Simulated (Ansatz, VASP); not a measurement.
## Mg: VASP beside Ansatz

```
Mg
1.0
     0.00000    3.48350    3.48350
     3.48350    0.00000    3.48350
     3.48350    3.48350    0.00000
Mg
3
Direct
  0.00000 0.00000 0.00000
  0.25000 0.25000 0.25000
  0.75000 0.75000 0.75000
```

The cell was built by a generator and needn't be a form met in nature.

Alike in both runs: task relaxation of cell and atoms; functional LDA; k mesh 7 × 7 × 7; occupations fermi-dirac, width 0.05 eV; no spin polarisation.

|  | VASP | Ansatz |
| --- | --- | --- |
| version | VASP 6.6.1 | Ansatz 0.2.0 |
| potentials or method | VASP PAW LDA potentials, release 64 (Mg) | Ansatz PAW |
| plane-wave cutoff (eV) | 600 | 420 |
| valence electrons in the cell | 6 | 30 |

```tsv
	VASP	Ansatz	Ansatz less VASP
gap on the k mesh at the Fermi level, each at its own relaxed structure (eV)	none	none	-
relaxed volume (Å³/atom)	26.26	26.46	+0.200
relaxed cell length with the largest relative difference (Å)	4.812	4.824	+0.0122
energy change over the relaxation (meV/atom)	-11	-9	+2.3
```

A gap of «none» marks a metal or a gap that the smearing closes. The two sets of potentials don't hold the same shells in valence.

Caveats: the plane-wave basis is chosen anew once the cell has moved, so the energies of steps on either side of that aren't comparable (Ansatz); the PAW data sets come from PBE, with cores solved anew for the run's functional, which leaves a small shift of forces and pressure (Ansatz).
